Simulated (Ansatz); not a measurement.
# P: the cost of one run

Computed with Ansatz 0.2.0 (DFT PBE, scalar-relativistic, plane waves, PAW, unless a step's input says otherwise).

**1. The system as given**

Symmetry: Fmm2, No. 42, orthorhombic system. Conventional cell: a = 6.460 Å, b = 9.614 Å, c = 5.568 Å, α = 90.00°, β = 90.00°, γ = 90.00°. Around P (site symmetry m) lie 3 P at 2.20 to 2.48 Å. P (site symmetry mm2) is surrounded by 4 P at 2.20 to 2.23 Å.

Structure file:

```
CELL_PARAMETERS angstrom
0.00000 4.80707 2.78381
3.23014 0.00000 2.78381
3.23014 4.80707 0.00000
ATOMIC_POSITIONS crystal
P 0.30793 0.69207 0.69207
P 0.69207 0.30793 0.30793
P 0.83333 0.83333 0.16667
```

**2. A loose first relaxation**

File input.yaml:

```yaml
crystal:
  lattice:
    - [0.0, 4.8070665269, 2.7838085465]
    - [3.2301367875, 0.0, 2.7838085465]
    - [3.2301367875, 4.8070665269, 0.0]
  atoms:
    - { symbol: P, position: [0.30793, 0.69207, 0.69207] }
    - { symbol: P, position: [0.69207, 0.30793, 0.30793] }
    - { symbol: P, position: [0.83333, 0.83333, 0.16667] }
basis:
  ecutwfc: 420
kpoints:
  mp_grid: { grid: [4, 4, 4] }
hamiltonian:
  xc: pbe
scf:
  occupations: { method: gaussian, width: 0.1 }
  lower_state_search: "off"
output:
  forces: true
  stress: true
  eigenvalues: true
relax:
  adjacent_minimum: "off"
  f_tol: 0.04
  max_steps: 70
  cell: { stress_tol: 0.4 }
```

Q: Estimate wall time and peak memory on 1 thread of an Arm CPU, shared host.

About 31 s, with a peak of 0.33 GiB.
